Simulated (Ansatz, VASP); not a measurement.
# GaN: VASP beside Ansatz

```
CELL_PARAMETERS angstrom
3.15181 0.00000 0.00000
-1.57590 2.72955 0.00000
0.00000 0.00000 5.13841
ATOMIC_POSITIONS crystal
Ga 0.33333 0.66667 0.99930
Ga 0.66667 0.33333 0.49930
N 0.33333 0.66667 0.37570
N 0.66667 0.33333 0.87570
```

Alike in both runs: functional LDA; k mesh 12 × 12 × 6; no spin polarisation.

Ansatz relaxed the structure, and its values are those at the end. VASP's run is a single point on that final structure, the one shown.

|  | VASP | Ansatz |
| --- | --- | --- |
| version | VASP 6.6.1 | Ansatz 0.2.0 |
| potentials or method | VASP PAW LDA potentials, release 64 (Ga_d, N) | scalar-relativistic, plane waves, PAW |
| plane-wave cutoff (eV) | 520 | 420 |
| occupations | gaussian, width 0.01 eV | fixed |
| valence electrons in the cell | 36 | 36 |

|  | VASP | Ansatz | Ansatz less VASP |
| --- | --- | --- | --- |
| gap on the k mesh at the Fermi level (eV) | 2.15 | 2.13 | -0.017 |
| least direct gap on the mesh (eV) | 2.15 | 2.13 | -0.017 |
| pressure (GPa) | 1.1 | 0.0 | -1.09 |
